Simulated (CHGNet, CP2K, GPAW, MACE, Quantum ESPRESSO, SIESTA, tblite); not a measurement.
# Twisted Ti2CO2 MXene bilayer, 21.79° (70 atoms), the built cell with every atom moved at random

The starting structure: Ti2CO2 MXene (a = 3.03 Å) under Ti2CO2 MXene (a = 3.03 Å), bilayer, commensurate cell of 7 unit cells a layer, twist 21.79 deg; facing planes 2.75 Å apart; 12 Å of vacuum; layers as built, displaced by a Gaussian of 0.01 Å. Then every atom was moved at random, 0.05 Å r.m.s. a Cartesian component.

Geometry: the built cell with every atom moved at random. Computed with Quantum ESPRESSO 7.5: Kohn-Sham DFT, PBE, SSSP efficiency 1.3.0 pseudopotentials, plane waves; sssp-1.3.0-efficiency; 60/480 Ry; levels smeared at 580 K; Γ point.

Cell vectors (Å):

```
8.017 0.000 0.000
-4.008 6.943 0.000
0.000 0.000 23.630
```

Positions in Å, forces in eV/Å:

```tsv
atom	x	y	z	fx	fy	fz
C1	3.940	6.898	8.235	0.669	1.254	-0.644
Ti2	0.531	1.580	9.550	0.009	1.288	-0.356
Ti3	1.686	0.354	6.863	0.876	-1.257	0.802
O4	1.723	0.337	10.396	-0.368	-0.109	0.360
O5	0.532	1.630	5.994	0.221	0.044	-0.807
C6	-0.570	2.995	8.204	-0.046	-0.528	-0.081
Ti7	-0.098	4.714	9.577	0.895	-0.604	-0.305
Ti8	1.161	3.214	6.872	-0.863	1.609	1.220
O9	1.096	3.342	10.451	0.446	-0.280	-0.542
O10	0.002	4.628	6.000	0.200	0.188	-0.318
C11	-1.167	5.906	8.161	-0.339	0.890	1.016
Ti12	3.397	0.712	9.445	0.391	-0.786	0.086
Ti13	0.592	6.281	6.934	0.651	-1.040	-0.191
O14	0.559	6.256	10.458	0.104	0.112	-0.381
O15	3.369	0.647	6.012	0.474	0.478	-0.718
C16	2.346	1.935	8.197	-0.833	0.786	-0.220
Ti17	2.824	3.653	9.530	-0.810	0.439	-0.519
Ti18	4.007	2.281	6.839	0.712	0.173	0.814
O19	4.009	2.276	10.467	-0.665	0.520	0.227
O20	2.826	3.616	6.000	0.357	-0.036	-0.908
C21	1.697	4.977	8.176	0.287	-0.124	0.641
Ti22	2.333	6.620	9.474	-1.208	-0.484	0.234
Ti23	3.467	5.240	6.866	-0.552	0.107	0.599
O24	3.492	5.282	10.384	-0.897	-0.329	0.647
O25	2.239	6.641	5.990	0.019	0.184	0.018
C26	5.103	1.043	8.292	0.560	-0.056	-0.924
Ti27	5.602	2.650	9.622	1.439	-0.185	-1.352
Ti28	6.946	1.329	6.965	-1.145	0.205	0.565
O29	6.933	1.317	10.450	-0.700	0.137	0.360
O30	5.747	2.769	6.033	-0.742	-1.690	-0.858
C31	4.544	4.006	8.150	-0.150	-0.295	1.023
Ti32	-2.854	5.610	9.498	0.013	-0.098	-0.565
Ti33	-1.714	4.330	6.860	0.985	-0.211	0.689
O34	-1.783	4.341	10.506	0.204	-0.085	-0.481
O35	-2.876	5.686	5.959	-0.195	-0.203	-0.346
C36	-1.746	5.037	15.373	1.038	-0.754	0.853
Ti37	-0.536	6.245	16.631	-0.558	0.660	-0.954
Ti38	0.047	4.639	14.056	-1.007	0.522	0.292
O39	0.094	4.602	17.515	-2.447	0.922	2.670
O40	-0.540	6.322	13.166	-0.120	-0.066	0.361
C41	-3.981	6.940	15.351	-0.083	0.931	0.844
Ti42	1.123	1.320	16.710	0.868	0.133	-0.159
Ti43	-2.287	6.704	14.113	0.131	-1.320	-0.082
O44	-2.233	6.598	17.551	-0.084	0.577	1.083
O45	1.143	1.335	13.266	-0.226	0.492	-1.531
C46	0.628	3.086	15.427	-1.110	-1.197	-0.387
Ti47	1.652	4.300	16.789	3.965	-0.802	-1.142
Ti48	2.297	2.718	14.126	1.643	-0.692	1.187
O49	2.298	2.628	17.666	-0.390	0.197	-0.462
O50	1.769	4.284	13.238	-0.812	0.414	-1.564
C51	1.175	5.977	15.343	-0.605	0.107	1.046
Ti52	6.268	0.361	16.666	0.625	-1.061	-0.019
Ti53	2.857	5.543	14.119	1.388	0.610	0.475
O54	2.874	5.639	17.609	0.050	-0.068	-0.063
O55	6.265	0.337	13.200	0.666	0.790	-0.226
C56	2.869	1.069	15.397	0.019	-0.779	0.036
Ti57	4.081	2.230	16.738	-1.048	1.524	0.009
Ti58	4.597	0.701	14.105	-0.328	-0.287	-0.721
O59	4.553	0.719	17.660	0.435	-1.233	0.156
O60	4.070	2.336	13.116	-0.180	-0.088	1.139
C61	3.450	3.962	15.398	0.021	0.408	-0.695
Ti62	4.642	5.373	16.702	-1.011	-1.624	-0.383
Ti63	5.179	3.650	14.127	-1.098	0.654	-0.416
O64	5.129	3.577	17.594	0.810	1.067	0.291
O65	4.573	5.259	13.180	0.367	0.360	0.190
C66	5.759	1.963	15.480	0.296	0.548	-1.040
Ti67	-1.084	3.277	16.714	-1.387	-0.760	-0.720
Ti68	-0.550	1.667	14.040	-0.861	-0.712	0.562
O69	-0.574	1.570	17.628	0.268	1.081	0.247
O70	-1.174	3.377	13.156	0.766	-0.569	0.339
```

The functional has no dispersion term, which matters for the binding between molecules or layers. The main run has no spin polarisation, so any moments at edges, vacancies or dangling bonds can't form in it. Only the Γ point is sampled, in a cell whose shortest periodic width is 7 Å.

The r.m.s. force component is 0.797 eV/Å; the longest force, 4.20 eV/Å, acts on Ti47.

[Logs are printed without paths, hosts, clocks, repeated set-up lines and the standing remarks that a program may print on its own settings, such as how far it seeks lower states.]

[Hosts, paths, dates, database ids (printed as entryN), source tags and the programs' standing remarks are cut or masked in the printed files.]
